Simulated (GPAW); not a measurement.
# CdTe (F-43m) in GPAW: notebook

The runs below take CdTe through single point, relaxation of cell and atoms, with PBE, LDA, PBEsol.

Program: GPAW 26.7.0. These are calculated values, not measurements. Logs are shortened: lines on timing, memory, paths and dates and some standing lists are left out, and cuts for length are marked. The log counts tension as positive stress, the text compression.

**Measured values to compare with.**

A printed reference work, data compilation reports, for a bulk crystal of CdTe at 0 K: band gap 1.607 eV.

How close the calculation comes is told below.

### 1 The crystal as given

Symmetry: F-43m, No. 216, cubic system. The conventional cell has a = 6.410 Å, b = 6.410 Å, c = 6.410 Å, α = 90.00°, β = 90.00°, γ = 90.00°. Te (site symmetry -43m) has 4 Cd at 2.78 Å as nearest neighbours. Around Cd (site symmetry -43m) lie 4 Te at 2.78 Å.

### 2 Single point, PBE

Contents of run.py:

```python
from ase.dft.bandgap import bandgap
from ase.io import read, write
from ase.units import GPa
from gpaw import GPAW, PW

atoms = read('POSCAR')

calc = GPAW(mode=PW(450),
            xc='PBE',
            kpts={'size': (6, 6, 6), 'gamma': True},
            occupations={'name': 'fermi-dirac', 'width': 0.05},
            nbands=18,
            convergence={'density': 1e-05, 'energy': 1e-05},
            maxiter=80,
            txt='gpaw.txt')
atoms.calc = calc
energy = atoms.get_potential_energy()
forces = atoms.get_forces()
stress = atoms.get_stress()
calc.write('gs.gpw')
write('result.traj', atoms)
print(f'Energy: {energy:.6f} eV')
print('Forces (eV/A):')
print(forces.round(4))
print('Stress (GPa):', (stress / GPa).round(3))
print('Fermi level:', round(calc.get_fermi_level(), 4), 'eV')
print(f'Gap: {bandgap(calc)[0]:.4f} eV, direct: {bandgap(calc, direct=True)[0]:.4f} eV')
```

Contents of POSCAR:

```
CdTe
1.0
    0.0000000000      3.2050000000      3.2050000000
    3.2050000000      0.0000000000      3.2050000000
    3.2050000000      3.2050000000      0.0000000000
Te Cd
1 1
Direct
    0.7500000000      0.7500000000      0.7500000000
    0.0000000000      0.0000000000      0.0000000000
```

Potentials or basis: GPAW PAW data sets (gpaw-data 1.2.1), pw.

Run with:

```sh
> OMP_NUM_THREADS=1 python run.py
```

gpaw.txt:

```text
__  _  _
 | _ |_)|_||  |
 |__||  | ||/\| - 26.7.0

Input parameters:
  mode=PW(ecut=450.00000000000006),
  convergence={'density': 1e-05, 'energy': 1e-05},
  kpts=MonkhorstPack(size=(6, 6, 6), gamma=True),
  maxiter=80,
  nbands=18,
  occupations=Occupations(name='fermi-dirac', width=0.05),
  xc=XC(name='PBE')

Diagonalizing LCAO Hamiltonian
Converting LCAO to pw mode

                      Te

       Cd

Atoms  # Å, Bohr magnetons
|   | symbol |        x |        y |        z |    initial magnetic moments |
|---|--------|----------|----------|----------|-----------------------------|
| 0 |     Te | 4.807500 | 4.807500 | 4.807500 | ( 0.0000,  0.0000,  0.0000) |
| 1 |     Cd | 0.000000 | 0.000000 | 0.000000 | ( 0.0000,  0.0000,  0.0000) |

Unit cell  # Å
| periodic |        x |        y |        z |  lengths |    angles |
|----------|----------|----------|----------|----------|-----------|
|      yes | 0.000000 | 3.205000 | 3.205000 | 4.532554 | 60.000000 |
|      yes | 3.205000 | 0.000000 | 3.205000 | 4.532554 | 60.000000 |
|      yes | 3.205000 | 3.205000 | 0.000000 | 4.532554 | 60.000000 |

Number of symmetries: 24
Symmetry operations  # r_c * U_cc + t_c -> r_c
|    | kind |            matrix            |
|----|------|------------------------------|
|  0 |  E   |  1, 0, 0,  0, 1, 0,  0, 0, 1 |
|  1 |  σ   |  1, 0, 0,  0, 0, 1,  0, 1, 0 |
|  2 |  σ   |  1, 0,-1,  0, 1,-1,  0, 0,-1 |
|  3 |  C3  |  1, 0,-1,  0, 0,-1,  0, 1,-1 |
|  4 |  C3  |  1,-1, 0,  0,-1, 1,  0,-1, 0 |
|  5 |  σ   |  1,-1, 0,  0,-1, 0,  0,-1, 1 |
|  6 |  σ   |  0, 1, 0,  1, 0, 0,  0, 0, 1 |
|  7 |  C3  |  0, 1, 0,  0, 0, 1,  1, 0, 0 |
|  8 |  C2  |  0, 1,-1,  1, 0,-1,  0, 0,-1 |
|  9 |  S4  |  0, 1,-1,  0, 0,-1,  1, 0,-1 |
| 10 |  C3  |  0, 0, 1,  1, 0, 0,  0, 1, 0 |
| 11 |  σ   |  0, 0, 1,  0, 1, 0,  1, 0, 0 |
| 12 |  S4  |  0, 0,-1,  1, 0,-1,  0, 1,-1 |
| 13 |  C3  |  0, 0,-1,  0, 1,-1,  1, 0,-1 |
| 14 |  S4  |  0,-1, 1,  1,-1, 0,  0,-1, 0 |
| 15 |  C2  |  0,-1, 1,  0,-1, 0,  1,-1, 0 |
| 16 |  C3  |  0,-1, 0,  1,-1, 0,  0,-1, 1 |
| 17 |  S4  |  0,-1, 0,  0,-1, 1,  1,-1, 0 |
| 18 |  S4  | -1, 1, 0, -1, 0, 1, -1, 0, 0 |
| 19 |  C3  | -1, 1, 0, -1, 0, 0, -1, 0, 1 |
| 20 |  C3  | -1, 0, 1, -1, 1, 0, -1, 0, 0 |
| 21 |  S4  | -1, 0, 1, -1, 0, 0, -1, 1, 0 |
| 22 |  σ   | -1, 0, 0, -1, 1, 0, -1, 0, 1 |
| 23 |  C2  | -1, 0, 0, -1, 0, 1, -1, 1, 0 |

BZ-sampling:
  Number of BZ points: 216
  Number of IBZ points: 16

  Monkhorst-Pack size: [6, 6, 6]
  Monkhorst-Pack shift: [0.08333333333333333, 0.08333333333333333, 0.08333333333333333]

K-points  # in reciprocal-cell coordinates
|     |                                coordinates |     weight |
|-----|--------------------------------------------|------------|
|   0 | (  0.00000000,   0.00000000,   0.00000000) | 0.00462963 |
|   1 | (  0.16666667,   0.16666667,   0.00000000) | 0.02777778 |
|   2 | (  0.16666667,   0.16666667,   0.16666667) | 0.03703704 |
|   3 | (  0.33333333,   0.16666667,   0.16666667) | 0.05555556 |
|   4 | (  0.33333333,   0.33333333,  -0.33333333) | 0.05555556 |
|   5 | (  0.33333333,   0.33333333,   0.00000000) | 0.02777778 |
|   6 | (  0.33333333,   0.33333333,   0.16666667) | 0.11111111 |
|   7 | (  0.33333333,   0.33333333,   0.33333333) | 0.03703704 |
|   8 | (  0.50000000,   0.33333333,  -0.33333333) | 0.11111111 |
|   9 | (  0.50000000,   0.33333333,  -0.16666667) | 0.05555556 |
| ... |                                            |            |
|  15 | (  0.50000000,   0.50000000,   0.50000000) | 0.01851852 |

Plane wave coefficients: 1458
Cutoff: 450.00000000000006 eV

Spin-components: 1 (collinear spins)
Bands:           18
Projectors:      11
Spin-degeneracy: 2
Datatype:        complex128

Density:
  Valence electrons: 18.0
  Components: 1
  Grid points: [24 24 24]
  Charge: 0.0  # |e|

Potential:
  Grid points: [24 24 24]

species:
  Te:
    name:    Tellurium
    Z:       52.0
    valence: 6
    core:    46
    charge:  0.0  # [|e|]
    compensation charges:
      type: gauss
      rc: 0.36  # [Å]
      lmax: 2
    cutoffs:
      filter: 2.09  # [Å]
      core: 3.17  # [Å]
    projectors
    | kind |    occ | energy [eV] | rcut [Å] |
    |------|--------|-------------|----------|
    |   5s |  2.000 |     -15.089 |    1.180 |
    |   5p |  4.000 |      -5.955 |    1.196 |
    |    s |        |      12.123 |    1.180 |
    |    p |        |      21.256 |    1.196 |
    |    d |        |       0.000 |    1.238 |

    Using partial waves for Te as LCAO basis

  Cd:
    name:    Cadmium
    Z:       48.0
    valence: 12
    core:    36
    charge:  0.0  # [|e|]
    compensation charges:
      type: gauss
      rc: 0.38  # [Å]
      lmax: 2
    cutoffs:
      filter: 2.12  # [Å]
      core: 2.62  # [Å]
    projectors
    | kind |    occ | energy [eV] | rcut [Å] |
    |------|--------|-------------|----------|
    |   5s |  2.000 |      -5.655 |    1.191 |
    |   5p |  0.000 |      -1.186 |    1.228 |
    |   4d | 10.000 |     -11.739 |    1.164 |
    |    s |        |      21.556 |    1.191 |
    |    p |        |      26.026 |    1.228 |
    |    d |        |      15.473 |    1.164 |

    Using partial waves for Cd as LCAO basis

Reference energy: -336963.801770  # eV

eigensolver:
  PPCG
  Converge bands: occupied
  niter=2

density mixing:
  MSR1-Mixer
  Pratt-step length: 0.05
  Maximum mixing coefficient: 0.75
  Old densities: 10
  SVD Regularization: 0.005
  Good broyden scale: 1.0
  Trust region scale: 1.0
  Backstep threshold: 4.0
  History deletion threshold: 6.0
  Fourier metric: weight=20.0, sigma=0.015

occupation numbers:
  Fermi-Dirac:
    width: 0.0500  # eV

poisson solver:
  ecut: 3600.0000000000005  # eV

xc functional:
  name: PBE with 2 nearest neighbor stencil

convergence criteria:
- Maximum integral of absolute [dens]ity change: 1e-05 electrons / valence electron
- Maximum [total energy] change in last 3 cyles: 1e-05 eV / valence electron
- Maximum integral of absolute [eigenst]ate change: 4e-08 eV^2 / valence electron
maximum number of iterations: 80

SCF iterations
|iter     | |      energy | eigst |  dens |
|---------|-|-------------|-------|-------|
|iter:   1| |   -5.186472 | -0.44 |       |
|iter:   2| |   -5.142220 | -2.39 | -1.25 |
|iter:   3| |   -4.971438 | -1.78 | -1.30 |
|iter:   4| |   -4.970334 | -3.36 | -1.79 |
|iter:   5| |   -4.969964 | -3.85 | -2.24 |
|iter:   6| |   -4.970002 | -5.50 | -2.95 |
|iter:   7| |   -4.970006c| -6.70 | -3.56 |
|iter:   8| |   -4.970006c| -7.90c| -4.47 |
|iter:   9| |   -4.970006c| -8.41c| -5.33c|

Converged in 9 steps
Energy contributions relative to reference atoms: (reference = -336963.801770)

Energy contributions:
  Kinetic:          22.403642
  Coulomb:         -20.250239
  Zero:              0.294929
  External:          0.000000
  Xc:               -7.418336
  Entropy:          -0.000003
  Spinorbit:         0.000000
  ----------------------------
  Free energy:      -4.970007
  Extrapolated:     -4.970006

dipole moment: (-16.506120, -16.506120, -16.506120)  # |e|*Ang

Fermi level: 4.554
Eigenvalues  # (at kpt = [0.000, 0.000, 0.000])
| band index |      eig [eV] | occ [0-2] |
|------------|---------------|-----------|
|          0 |        -7.266 |     2.000 |
|          1 |        -4.270 |     2.000 |
|          2 |        -4.270 |     2.000 |
|          3 |        -4.270 |     2.000 |
|          4 |        -3.982 |     2.000 |
|          5 |        -3.982 |     2.000 |
|          6 |         4.091 |     2.000 |
|          7 |         4.091 |     2.000 |
|          8 |         4.091 |     2.000 |
|          9 |         4.960 |     0.001 |
|         10 |         8.661 |     0.000 |
|         11 |         8.661 |     0.000 |
|         12 |         8.661 |     0.000 |
|         13 |        11.601 |     0.000 |
|         14 |        13.624 |     0.000 |
|         15 |        13.624 |     0.000 |
|         16 |        14.189 |     0.000 |
|         17 |        14.189 |     0.000 |

Gap: 0.868 eV
Transition (v -> c):
  (s=0, k=0, n=8, [0.00, 0.00, 0.00]) -> (s=0, k=0, n=9, [0.00, 0.00, 0.00])
No difference between direct/indirect transitions

Forces  # eV/Ang
|        x |        y |        z |
|----------|----------|----------|
| -0.00000 |  0.00000 | -0.00000 |  # Te   0
|  0.00000 | -0.00000 |  0.00000 |  # Cd   1

Stress tensor  # eV/Ang^3
|         x |         y |         z |
|-----------|-----------|-----------|
| -0.019868 |  0.000000 | -0.000000 |
|  0.000000 | -0.019868 |  0.000000 |
| -0.000000 |  0.000000 | -0.019868 |

# Writing to gs.gpw (mode='')
```

Run time: 11 s. Hardware: 1 thread of Arm Neoverse V1, shared host; peak memory 0.15 GiB.

What came out:

```
Free energy            : -4.9700 eV
Pressure               : 3.2 GPa
Band gap on the k mesh : 0.87 eV, direct
```

Caveat: the cutoff is short for stress and forces, so pressures can be off by a GPa or more; spin-orbit coupling is left out, which moves the levels of the heavy elements.

### 3 Single point, PBE

run.py, as its differences from that of step 2:

```diff
@@ -7,9 +7,9 @@
 
-calc = GPAW(mode=PW(450),
+calc = GPAW(mode=PW(600),
             xc='PBE',
-            kpts={'size': (6, 6, 6), 'gamma': True},
-            occupations={'name': 'fermi-dirac', 'width': 0.05},
+            kpts={'size': (7, 7, 7), 'gamma': True},
+            occupations={'name': 'methfessel-paxton', 'order': 0, 'width': 0.011},
             nbands=18,
             convergence={'density': 1e-05, 'energy': 1e-05},
-            maxiter=80,
+            maxiter=150,
             txt='gpaw.txt')
```

POSCAR is that of step 2.

Potentials or basis: GPAW PAW data sets (gpaw-data 1.2.1), pw.

Run with:

```sh
> OMP_NUM_THREADS=1 python run.py
```

It took 17 s on 1 thread of Arm Neoverse V1, shared host; peak memory 0.17 GiB.

Results (log left out):

```
Free energy            : -5.0116 eV
Pressure               : 3.8 GPa
Band gap on the k mesh : 0.87 eV, direct
```

Levels at points of the mesh, in eV from the valence-band top:
| k point | band 7 | band 8 | band 9 | band 10 | band 11 | band 12 |
| --- | --- | --- | --- | --- | --- | --- |
| (0.00, 0.00, 0.00) | 0.00 | 0.00 | 0.00 | 0.87 | 4.57 | 4.57 |

Caveat: spin-orbit coupling is left out, which moves the levels of the heavy elements.

### 4 Relaxation of cell and atoms, PBE

Contents of run.py:

```python
from ase.filters import FrechetCellFilter
from ase.io import read, write
from ase.optimize import FIRE
from gpaw import GPAW, PW

atoms = read('CdTe.xyz')

calc = GPAW(mode=PW(600),
            xc='PBE',
            kpts={'size': (7, 7, 7), 'gamma': True},
            occupations={'name': 'fermi-dirac', 'width': 0.05},
            nbands=18,
            convergence={'density': 1e-05, 'forces': 0.0001},
            maxiter=150,
            txt='gpaw.txt')
atoms.calc = calc
opt = FIRE(FrechetCellFilter(atoms), trajectory='relax.traj', logfile='-')
done = opt.run(fmax=0.02, steps=40)
calc.write('gs.gpw')
write('result.traj', atoms)
print('Converged:', done)
print('Cell:', atoms.cell.cellpar().round(4))
print('Volume:', round(atoms.get_volume(), 4))
print(atoms.get_scaled_positions().round(5))
```

Contents of CdTe.xyz:

```xyz
2
Lattice="0.0000000000 3.2050000000 3.2050000000 3.2050000000 0.0000000000 3.2050000000 3.2050000000 3.2050000000 0.0000000000" Properties=species:S:1:pos:R:3 pbc="T T T"
Te     4.8075000000      4.8075000000      4.8075000000
Cd     0.0000000000      0.0000000000      0.0000000000
```

Potentials or basis: GPAW PAW data sets (gpaw-data 1.2.1), pw.

Run with:

```sh
> OMP_NUM_THREADS=1 python run.py
```

gpaw.txt:

```text
__  _  _
 | _ |_)|_||  |
 |__||  | ||/\| - 26.7.0

Input parameters:
  mode=PW(ecut=600.0),
  convergence={'density': 1e-05, 'forces': 0.0001},
  kpts=MonkhorstPack(size=(7, 7, 7), gamma=True),
  maxiter=150,
  nbands=18,
  occupations=Occupations(name='fermi-dirac', width=0.05),
  xc=XC(name='PBE')

Diagonalizing LCAO Hamiltonian
Converting LCAO to pw mode

                      Te

       Cd

Atoms  # Å, Bohr magnetons
|   | symbol |        x |        y |        z |    initial magnetic moments |
|---|--------|----------|----------|----------|-----------------------------|
| 0 |     Te | 4.807500 | 4.807500 | 4.807500 | ( 0.0000,  0.0000,  0.0000) |
| 1 |     Cd | 0.000000 | 0.000000 | 0.000000 | ( 0.0000,  0.0000,  0.0000) |
[... 229 lines left out ...]
Stress tensor  # eV/Ang^3
|         x |         y |         z |
|-----------|-----------|-----------|
| -0.023808 | -0.000000 |  0.000000 |
| -0.000000 | -0.023808 |  0.000000 |
|  0.000000 |  0.000000 | -0.023808 |

Forces  # eV/Ang
|       x |       y |       z |
|---------|---------|---------|
| 0.00000 | 0.00000 | 0.00000 |  # Te   0
| 0.00000 | 0.00000 | 0.00000 |  # Cd   1

Interpolating wave functions to new cell

[... 1198 lines left out ...]
|iter:   5| |   -5.077081c| -7.94c| -4.79 |      |
|iter:   6| |   -5.077081c| -8.25c| -5.82c|      |
|iter:   7| |   -5.077081c| -8.87c| -6.12c|-16.19c|
[... 65 lines left out ...]
Atoms  # Å, Bohr magnetons
|   | symbol |         x |        y |         z |    initial magnetic moments |
|---|--------|-----------|----------|-----------|-----------------------------|
| 0 |     Te |  4.959296 | 4.959296 |  4.959296 | ( 0.0000,  0.0000,  0.0000) |
| 1 |     Cd | -0.000000 | 0.000000 | -0.000000 | ( 0.0000,  0.0000,  0.0000) |

Unit cell  # Å
| periodic |         x |         y |         z |  lengths |    angles |
|----------|-----------|-----------|-----------|----------|-----------|
|      yes | -0.000000 |  3.306197 |  3.306197 | 4.675669 | 60.000000 |
|      yes |  3.306197 | -0.000000 |  3.306197 | 4.675669 | 60.000000 |
|      yes |  3.306197 |  3.306197 | -0.000000 | 4.675669 | 60.000000 |

Number of symmetries: 24
Symmetry operations  # r_c * U_cc + t_c -> r_c
|    | kind |            matrix            |
|----|------|------------------------------|
|  0 |  E   |  1, 0, 0,  0, 1, 0,  0, 0, 1 |
|  1 |  σ   |  1, 0, 0,  0, 0, 1,  0, 1, 0 |
|  2 |  σ   |  1, 0,-1,  0, 1,-1,  0, 0,-1 |
|  3 |  C3  |  1, 0,-1,  0, 0,-1,  0, 1,-1 |
|  4 |  C3  |  1,-1, 0,  0,-1, 1,  0,-1, 0 |
|  5 |  σ   |  1,-1, 0,  0,-1, 0,  0,-1, 1 |
|  6 |  σ   |  0, 1, 0,  1, 0, 0,  0, 0, 1 |
|  7 |  C3  |  0, 1, 0,  0, 0, 1,  1, 0, 0 |
|  8 |  C2  |  0, 1,-1,  1, 0,-1,  0, 0,-1 |
[... 1200 lines left out ...]
Gap: 0.602 eV
Transition (v -> c):
  (s=0, k=0, n=8, [0.00, 0.00, 0.00]) -> (s=0, k=0, n=9, [0.00, 0.00, 0.00])
No difference between direct/indirect transitions

Stress tensor  # eV/Ang^3
|        x |         y |         z |
|----------|-----------|-----------|
| 0.000675 |  0.000000 |  0.000000 |
| 0.000000 |  0.000675 | -0.000000 |
| 0.000000 | -0.000000 |  0.000675 |

Forces  # eV/Ang
|        x |        y |        z |
|----------|----------|----------|
|  0.00000 |  0.00000 |  0.00000 |  # Te   0
| -0.00000 | -0.00000 | -0.00000 |  # Cd   1
[... 234 lines left out ...]
Gap: 0.605 eV
Transition (v -> c):
  (s=0, k=0, n=8, [0.00, 0.00, 0.00]) -> (s=0, k=0, n=9, [0.00, 0.00, 0.00])
No difference between direct/indirect transitions

Stress tensor  # eV/Ang^3
|         x |        y |         z |
|-----------|----------|-----------|
|  0.000426 | 0.000000 | -0.000000 |
|  0.000000 | 0.000426 |  0.000000 |
| -0.000000 | 0.000000 |  0.000426 |

Forces  # eV/Ang
|        x |        y |        z |
|----------|----------|----------|
| -0.00000 | -0.00000 | -0.00000 |  # Te   0
|  0.00000 |  0.00000 |  0.00000 |  # Cd   1

# Writing to gs.gpw (mode='')
```

stdout:

```text
Step          Energy          fmax
FIRE:    0       -5.011580        0.783795
FIRE:    1       -5.028682        0.666705
FIRE:    2       -5.053243        0.459439
FIRE:    3       -5.072314        0.204431
FIRE:    4       -5.077070        0.055590
FIRE:    5       -5.077093        0.053933
FIRE:    6       -5.077132        0.050697
FIRE:    7       -5.077189        0.045964
FIRE:    8       -5.077253        0.039852
FIRE:    9       -5.077318        0.032545
FIRE:   10       -5.077366        0.024315
FIRE:   11       -5.077407        0.015324
Converged: True
Cell: [ 4.6687  4.6687  4.6687 60.     60.     60.    ]
Volume: 71.9568
[[0.75 0.75 0.75]
 [0.   0.   0.  ]]
```

Run time: 2.8 min. Hardware: 1 thread of Arm Neoverse V1, shared host; peak memory 0.27 GiB.

Results:

* Free energy: -5.0774 eV
* Relaxed volume: 35.98 Å³/atom
* Relaxed cell: a = 4.669 Å, b = 4.669 Å, c = 4.669 Å, α = 60.00°, β = 60.00°, γ = 60.00°
* Space group after relaxing (to 0.05 Å): F-43m (No. 216)
* Energy gained by relaxing: 32.9 meV/atom
* Ionic steps: 12
* Pressure after relaxing: -0.1 GPa
* Band gap on the k mesh: 0.61 eV, direct

The path:
| step | energy change (eV) | largest force (eV/Å) | pressure (GPa) | volume (Å³) |
| --- | --- | --- | --- | --- |
| 1 | 0.0000 | 0.0000 | 3.81 | 65.84 |
| 2 | -0.0171 | 0.0000 | 3.21 | 66.62 |
| 3 | -0.0417 | 0.0000 | 2.16 | 68.09 |
| 4 | -0.0607 | 0.0000 | 0.93 | 70.07 |
| 5 | -0.0655 | 0.0000 | -0.25 | 72.32 |
| 6 | -0.0655 | 0.0000 | -0.24 | 72.31 |
| 7 | -0.0655 | 0.0000 | -0.22 | 72.28 |
| 8 | -0.0656 | 0.0000 | -0.20 | 72.24 |
| 9 | -0.0657 | 0.0000 | -0.18 | 72.18 |
| 10 | -0.0657 | 0.0000 | -0.14 | 72.11 |
| 11 | -0.0658 | 0.0000 | -0.11 | 72.04 |
| 12 | -0.0658 | 0.0000 | -0.07 | 71.96 |

Final structure:
```
Te Cd
1.0
     0.00000    3.30127    3.30127
     3.30127    0.00000    3.30127
     3.30127    3.30127    0.00000
Te Cd
1 1
Direct
  0.75000 0.75000 0.75000
  0.00000 0.00000 0.00000
```

Levels at points of the mesh, in eV from the valence-band top:
| k point | band 6 | band 7 | band 8 | band 9 | band 10 | band 11 | band 12 | band 13 |
| --- | --- | --- | --- | --- | --- | --- | --- | --- |
| (0.00, 0.00, 0.00) | -7.84 | 0.00 | 0.00 | 0.00 | 0.61 | 4.63 | 4.63 | 4.63 |

Caveat: later steps reuse the first step's grids; spin-orbit coupling is left out, which moves the levels of the heavy elements.

(Continued in part 2 of 2.)
